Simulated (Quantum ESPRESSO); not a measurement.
The system is TaN.

```
Ta N
1.0
     0.00000    2.21132    2.21132
     2.21132    0.00000    2.21132
     2.21132    2.21132    0.00000
Ta N
1 1
Direct
  0.50000 0.50000 0.50000
  0.00000 0.00000 0.00000
```

The cell comes from a database or a generator and needn't be the stable form of this composition.

* Program: Quantum ESPRESSO 7.5
* Task: single point
* Functional: PBE
* Potentials or basis: SSSP 1.3 efficiency PBE
* Cutoff: 816 eV
* Density cutoff: 6531 eV
* k mesh: 10 × 10 × 10
* Occupations: fermi-dirac, width 0.05 eV
* Spin: no spin polarisation

On this cell: pressure -1.8 GPa; largest force zero by symmetry; band gap on the k mesh none (metal or under the smearing width).

The same run follows on a disturbed copy (atoms moved at random, drawn with an rms of 0.05 Å):

```
Ta N
1.0
     0.00000    2.21132    2.21132
     2.21132    0.00000    2.21132
     2.21132    2.21132    0.00000
Ta N
1 1
Direct
  0.51353 0.48421 0.52898
  0.98710 0.98530 0.01570
```

Problem. What does the disturbed cell give?

Solution. The energy (extrapolated to zero smearing) moves by +20.8 meV/atom; pressure 0.0 GPa; largest force 0.826 eV/Å; band gap on the k mesh none (metal or under the smearing width).

Forces on the atoms (eV/Å):
```
Ta  -0.205 -0.672 -0.436
N    0.205  0.672  0.436
```

Stress tensor (GPa, compression positive):
```
-1.18 -0.18 -0.07
-0.18  1.42 -0.31
-0.07 -0.31 -0.26
```
